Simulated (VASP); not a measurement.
# CdTe (F-43m) in VASP: further runs

One crystal, CdTe, is run at these levels: LDA, r2SCAN; tasks: relaxation of cell and atoms.

Everything below comes from runs of VASP 6.6.1. Logs are shortened: lines on timing, memory, paths and dates and some standing lists are left out, and cuts for length are marked.

### Step 1. The structure

It takes space group F-43m (No. 216, cubic). The conventional cell has a = 6.410 Å, b = 6.410 Å, c = 6.410 Å, α = 90.00°, β = 90.00°, γ = 90.00°. Cd (site symmetry -43m) is surrounded by 4 Te at 2.78 Å. Around Te (site symmetry -43m) lie 4 Cd at 2.78 Å.

### Step 2. Relaxation of cell and atoms, LDA

INCAR

```
SYSTEM = CdTe
  ALGO = Normal
  EDIFF = 1E-6
  EDIFFG = -0.01
  ENCUT = 600
  GGA = CA
  IBRION = 2
  ISIF = 3
  ISMEAR = 0
  LASPH = .True.
  LCHARG = .False.
  LREAL = .False.
  LWAVE = .False.
  NELM = 80
  NSW = 90
  PREC = Accurate
  SIGMA = 0.03
```

KPOINTS

```
k-points
0
Gamma
  8 8 8
  0 0 0
```

POSCAR

```
CdTe
1.0
    0.0000000000      3.2050000000      3.2050000000
    3.2050000000      0.0000000000      3.2050000000
    3.2050000000      3.2050000000      0.0000000000
Cd Te
1 1
Direct
    0.0000000000      0.0000000000      0.0000000000
    0.2500000000      0.2500000000      0.2500000000
```

Potentials or basis: VASP PAW LDA potentials, release 64 (Cd, Te).

Run with:

```bash
> cat potpaw_LDA.64/Cd/POTCAR potpaw_LDA.64/Te/POTCAR > POTCAR
> mpirun -np 1 vasp_std > vasp.out
```

OUTCAR:

```text
SYSTEM = CdTe
   EDIFF = 1E-6
   EDIFFG = -0.01
   ENCUT = 600
   GGA = CA
   IBRION = 2
   ISIF = 3
   ISMEAR = 0
   LASPH = .True.
   LREAL = .False.
   NELM = 80
   NSW = 90
   PREC = Accurate

 ion  position               nearest neighbor table
   1  0.000  0.000  0.000-   2 2.78   2 2.78   2 2.78   2 2.78
   2  0.250  0.250  0.250-   1 2.78   1 2.78   1 2.78   1 2.78

  LATTYP: Found a face centered cubic cell.
 ALAT       =     6.4100000000

  Lattice vectors:

 A1 = (   0.0000000000,   3.2050000000,   3.2050000000)
 A2 = (   3.2050000000,   0.0000000000,   3.2050000000)
 A3 = (   3.2050000000,   3.2050000000,   0.0000000000)

Analysis of symmetry for initial positions (statically):
=====================================================================
 Subroutine PRICEL returns:
 Original cell was already a primitive cell.

 Routine SETGRP: Setting up the symmetry group for a
 face centered cubic supercell.

 Subroutine GETGRP returns: Found 24 space group operations
 (whereof 24 operations were pure point group operations)
 out of a pool of 48 trial point group operations.

The static configuration has the point symmetry T_d .

Analysis of symmetry for dynamics (positions and initial velocities):
=====================================================================
 Subroutine PRICEL returns:
 Original cell was already a primitive cell.

 Routine SETGRP: Setting up the symmetry group for a
 face centered cubic supercell.

 Subroutine GETGRP returns: Found 24 space group operations
 (whereof 24 operations were pure point group operations)
 out of a pool of 48 trial point group operations.

The dynamic configuration has the point symmetry T_d .

 Subroutine INISYM returns: Found 24 space group operations
 (whereof 24 operations are pure point group operations),
 and found     1 'primitive' translations

----------------------------------------------------------------------------------------

                                     Primitive cell

  volume of cell :      65.8437

  direct lattice vectors                    reciprocal lattice vectors
     0.000000000  3.205000000  3.205000000    -0.156006240  0.156006240  0.156006240
     3.205000000  0.000000000  3.205000000     0.156006240 -0.156006240  0.156006240
     3.205000000  3.205000000  0.000000000     0.156006240  0.156006240 -0.156006240

  length of vectors
     4.532554467  4.532554467  4.532554467     0.270210734  0.270210734  0.270210734

  position of ions in fractional coordinates (direct lattice)
     0.000000000  0.000000000  0.000000000
     0.250000000  0.250000000  0.250000000

  ion indices of the primitive-cell ions
   primitive index   ion index
                 1           1
                 2           2

----------------------------------------------------------------------------------------

 KPOINTS: k-points

Automatic generation of k-mesh.
 Grid dimensions read from file:
 generate k-points for:    8    8    8

 Generating k-lattice:

  Cartesian coordinates                     Fractional coordinates (reciprocal lattice)
    -0.019500780  0.019500780  0.019500780     0.125000000  0.000000000  0.000000000
     0.019500780 -0.019500780  0.019500780     0.000000000  0.125000000  0.000000000
     0.019500780  0.019500780 -0.019500780     0.000000000  0.000000000  0.125000000

  Length of vectors
     0.033776342  0.033776342  0.033776342

  Shift w.r.t. Gamma in fractional coordinates (k-lattice)
     0.000000000  0.000000000  0.000000000

 Subroutine IBZKPT returns following result:
 ===========================================

 Found     29 irreducible k-points:

 Following reciprocal coordinates:
            Coordinates               Weight
  0.000000  0.000000  0.000000      1.000000
  0.125000  0.000000  0.000000      8.000000
  0.250000  0.000000  0.000000      8.000000
  0.375000  0.000000  0.000000      8.000000
  0.500000  0.000000  0.000000      4.000000
  0.125000  0.125000  0.000000      6.000000
[... 16 lines left out ...]
  0.500000  0.250000  0.125000     48.000000
 -0.375000  0.250000  0.125000     24.000000
 [... further k-points ...]
   k-points           NKPTS =     29   k-points in BZ     NKDIM =     29   number of bands    NBANDS=     13
   number of dos      NEDOS =    301   number of ions     NIONS =      2
   total plane-waves  NPLWV =  46656
   dimension x,y,z NGX =    36 NGY =   36 NGZ =   36
   dimension x,y,z NGXF=    72 NGYF=   72 NGZF=   72
   ions per type =               1   1
   NGX,Y,Z   is equivalent  to a cutoff of  13.20, 13.20, 13.20 a.u.
   NGXF,Y,Z  is equivalent  to a cutoff of  26.41, 26.41, 26.41 a.u.
 SYSTEM =  CdTe
   PREC   = accura    normal or accurate (medium, high low for compatibility)
   ISTART =      0    job   : 0-new  1-cont  2-samecut
   ICHARG =      2    charge: 1-file 2-atom 10-const
   ISPIN  =      1    spin polarized calculation?
   LNONCOLLINEAR =      F non collinear calculations
   LSORBIT =      F    spin-orbit coupling
   LASPH  =      T    aspherical Exc in radial PAW
   ENCUT  =  600.0 eV  44.10 Ry    6.64 a.u.   9.05  9.05  9.05*2*pi/ulx,y,z
   NELM   =     80;   NELMIN=  2; NELMDL= -5     # of ELM steps
   EDIFF  = 0.1E-05   stopping-criterion for ELM
   LREAL  =      F    real-space projection
   EDIFFG = -.1E-01   stopping-criterion for IOM
   NSW    =     90    number of steps for IOM
   IBRION =      2    ionic relax: 0-MD 1-quasi-New 2-CG
   NFREE  =      1    steps in history (QN), initial steepest desc. (CG)
   ISIF   =      3    stress and relaxation
   ISYM   =      2    0-nonsym 1-usesym 2-fastsym
   POTIM  = 0.5000    time-step for ionic-motion
   TEBEG  =    0.0;   TEEND  =   0.0 temperature during run
   PSTRESS=    0.0 pullay stress
   NELECT =      18.0000    total number of electrons
   NUPDOWN=      -1.0000    fix difference up-down
   EMIN   =  10.00;   EMAX   =-10.00  energy-range for DOS
   EFERMI =   0.00;   METHOD = LEGACY
   ISMEAR =     0;   SIGMA  =   0.03  broadening in eV -4-tet -1-fermi 0-gaus
   EFERMI_NEDOS =   21; number of points for ismear=-14 and -15
   IALGO  =     38    algorithm
   IMIX   =      4    mixing-type and parameters
     AMIX     =   0.40;   BMIX     =  1.00
     AMIX_MAG =   1.60;   BMIX_MAG =  1.00
  volume/ion in A,a.u.               =      32.92       222.17
  Fermi-wavevector in a.u.,A,eV,Ry     =   1.062497  2.007828 15.359610  1.128899
  Thomas-Fermi vector in A             =   2.197950
   LORBIT       =      0    0 simple, 1 ext, 2 COOP (PROOUT), +10 PAW based schemes
   GGA     = CA    functional components
   LHFCALC =     F    Hartree Fock is set to
   AEXX    =    0.0000 exact exchange contribution
   IVDW    =     0    specifies the selected vdW correction
   LEPSILON=     F    determine dielectric tensor
   LRPA    =     F    only Hartree local field effects (RPA)
 conjugate gradient relaxation of ions
 non-spin polarized calculation
 Gauss-broadening in eV      SIGMA  =   0.03
  energy-cutoff  :      600.00
  volume of cell :       65.84
 maximum number of plane-waves:      2216
   NGX = 19   NGY = 19   NGZ = 19

--------------------------------------- Ionic step        1  -------------------------------------------

 number of electron      17.9999995 magnetization

 Free energy of the ion-electron system (eV)
  ---------------------------------------------------
  ext. energy  EPLUGINS =         0.00000000
  ---------------------------------------------------
  free energy    TOTEN  =        -6.05060618 eV

  energy without entropy =       -6.05060618  energy(sigma->0) =       -6.05060618

------------------------ aborting loop because EDIFF is reached ----------------------------------------

  FORCE on cell =-STRESS in cart. coord.  units (eV):
  Direction    XX          YY          ZZ          XY          YZ          ZX
  --------------------------------------------------------------------------------------
  -------------------------------------------------------------------------------------
  Total        0.0840679      0.0840679      0.0840679     -0.0000000     -0.0000000      0.0000000
  in kB        2.0456279      2.0456279      2.0456279     -0.0000000     -0.0000000      0.0000000
  external PRESSURE =       2.0456279 kB  Pullay stress =       0.0000000 kB

 VOLUME and BASIS-vectors are now :
 -----------------------------------------------------------------------------
  energy-cutoff  :      600.00
  volume of cell :       65.84
      direct lattice vectors                 reciprocal lattice vectors
     0.000000000  3.205000000  3.205000000    -0.156006240  0.156006240  0.156006240
     3.205000000  0.000000000  3.205000000     0.156006240 -0.156006240  0.156006240
     3.205000000  3.205000000  0.000000000     0.156006240  0.156006240 -0.156006240

 POSITION                                       TOTAL-FORCE (eV/Angst)
 -----------------------------------------------------------------------------------
      0.00000      0.00000      0.00000         0.000000      0.000000      0.000000
      1.60250      1.60250      1.60250        -0.000000     -0.000000     -0.000000
 -----------------------------------------------------------------------------------
    total drift:                                0.000000      0.000000      0.000000

  FREE ENERGIE OF THE ION-ELECTRON SYSTEM (eV)
  ---------------------------------------------------
  free  energy   TOTEN  =        -6.0506061809 eV

  energy  without entropy=       -6.0506061809  energy(sigma->0) =       -6.05060618

--------------------------------------- Ionic step        2  -------------------------------------------

 number of electron      17.9999994 magnetization

 Free energy of the ion-electron system (eV)
  ---------------------------------------------------
  ext. energy  EPLUGINS =         0.00000000
  ---------------------------------------------------
  free energy    TOTEN  =        -6.05076626 eV

  energy without entropy =       -6.05076626  energy(sigma->0) =       -6.05076626

 E-fermi :   2.5527     XC(G=0):  -9.0636

 val. band max:        2.4074915162   @ k =   0.0000   0.0000   0.0000
 cond. band min:       3.0419934756   @ k =   0.0000   0.0000   0.0000
 fundamental gap:      0.6345019594
 Fermi energy:         2.5526617229

 k-point     1 :       0.0000    0.0000    0.0000
  band No.  band energies     occupation
      1      -8.9911      2.00000
      2      -5.9826      2.00000
      3      -5.9826      2.00000
      4      -5.9826      2.00000
      5      -5.6981      2.00000
      6      -5.6981      2.00000
      7       2.4075      2.00000
      8       2.4075      2.00000
      9       2.4075      2.00000
     10       3.0420      0.00000
     11       6.8900      0.00000
     12       6.8900      0.00000
     13       6.8900      0.00000

 k-point     2 :       0.1250    0.0000    0.0000
  band No.  band energies     occupation
      1      -8.9281      2.00000
      2      -5.9705      2.00000
      3      -5.9705      2.00000
      4      -5.9370      2.00000
      5      -5.6992      2.00000
      6      -5.6992      2.00000
      7       1.1009      2.00000
      8       2.2590      2.00000
      9       2.2590      2.00000
     10       3.9702      0.00000
     11       6.8688      0.00000
     12       7.1111      0.00000
     13       7.1111      0.00000
[... 321 lines left out ...]
 k-point    23 :       0.5000    0.2500    0.1250
  band No.  band energies     occupation
      1      -8.5437      2.00000
      2      -5.8923      2.00000
      3      -5.8810      2.00000
      4      -5.7306      2.00000
      5      -5.6881      2.00000
      6      -5.3817      2.00000
      7      -1.6494      2.00000
      8       0.3306      2.00000
      9       1.2094      2.00000
     10       5.6027      0.00000
     11       6.8262      0.00000
     12       7.7430      0.00000
     13       9.0710      0.00000

 k-point    24 :      -0.3750    0.2500    0.1250
  band No.  band energies     occupation
      1      -8.4957      2.00000
      2      -5.8872      2.00000
      3      -5.8728      2.00000
      4      -5.7167      2.00000
      5      -5.6930      2.00000
      6      -5.2291      2.00000
      7      -2.0441      2.00000
      8       0.2047      2.00000
      9       1.0524      2.00000
     10       5.5802      0.00000
     11       6.8441      0.00000
     12       8.3206      0.00000
     13       9.5232      0.00000

 [... further k-points ...]

------------------------ aborting loop because EDIFF is reached ----------------------------------------

  FORCE on cell =-STRESS in cart. coord.  units (eV):
  Direction    XX          YY          ZZ          XY          YZ          ZX
  --------------------------------------------------------------------------------------
  -------------------------------------------------------------------------------------
  Total       -0.0190225     -0.0190225     -0.0190225      0.0000000     -0.0000000      0.0000000
  in kB       -0.4600699     -0.4600699     -0.4600699      0.0000000     -0.0000000      0.0000000
  external PRESSURE =      -0.4600699 kB  Pullay stress =       0.0000000 kB

 VOLUME and BASIS-vectors are now :
 -----------------------------------------------------------------------------
  energy-cutoff  :      600.00
  volume of cell :       66.25
      direct lattice vectors                 reciprocal lattice vectors
    -0.000000000  3.211499192  3.211499192    -0.155690526  0.155690526  0.155690526
     3.211499192 -0.000000000  3.211499192     0.155690526 -0.155690526  0.155690526
     3.211499192  3.211499192 -0.000000000     0.155690526  0.155690526 -0.155690526

 POSITION                                       TOTAL-FORCE (eV/Angst)
 -----------------------------------------------------------------------------------
      0.00000      0.00000      0.00000         0.000000     -0.000000      0.000000
      1.60575      1.60575      1.60575        -0.000000      0.000000     -0.000000
 -----------------------------------------------------------------------------------
    total drift:                                0.000000      0.000000      0.000000

  FREE ENERGIE OF THE ION-ELECTRON SYSTEM (eV)
  ---------------------------------------------------
  free  energy   TOTEN  =        -6.0507662563 eV

  energy  without entropy=       -6.0507662563  energy(sigma->0) =       -6.05076626

 reached required accuracy - stopping structural energy minimisation
```

Wall time 80 s (1 thread of AMD EPYC 7R43 (Zen 3), shared host); peak memory 0.16 GiB.

What came out:

* Free energy: -6.0508 eV
* Relaxed volume: 33.12 Å³/atom
* Relaxed cell: a = 4.542 Å, b = 4.542 Å, c = 4.542 Å, α = 60.00°, β = 60.00°, γ = 60.00°
* Space group after relaxing (to 0.05 Å): F-43m (No. 216)
* Energy gained by relaxing: 0.1 meV/atom
* Ionic steps: 2
* Pressure after relaxing: 0.0 GPa
* Band gap on the k mesh: 0.63 eV, direct

The path:
```
step  energy change (eV)  largest force (eV/Å)  pressure (GPa)  volume (Å³)
   1              0.0000                0.0000            0.20        65.84
   2             -0.0002                0.0000           -0.05        66.25
```

Final structure:
```cif
data_structure
_symmetry_space_group_name_H-M 'P 1'
_symmetry_Int_Tables_number 1
_cell_length_a 4.5417
_cell_length_b 4.5417
_cell_length_c 4.5417
_cell_angle_alpha 60.000
_cell_angle_beta 60.000
_cell_angle_gamma 60.000
_cell_volume 66.25
loop_
_atom_site_label
_atom_site_type_symbol
_atom_site_fract_x
_atom_site_fract_y
_atom_site_fract_z
_atom_site_occupancy
Cd1 Cd 0.00000 0.00000 0.00000 1
Te1 Te 0.25000 0.25000 0.25000 1
```

Caveat: spin-orbit coupling is left out, which moves the levels of the heavy elements. A hybrid or GW would open this gap; LDA tends to underestimate it.

(Part 1 of 2 ends here.)
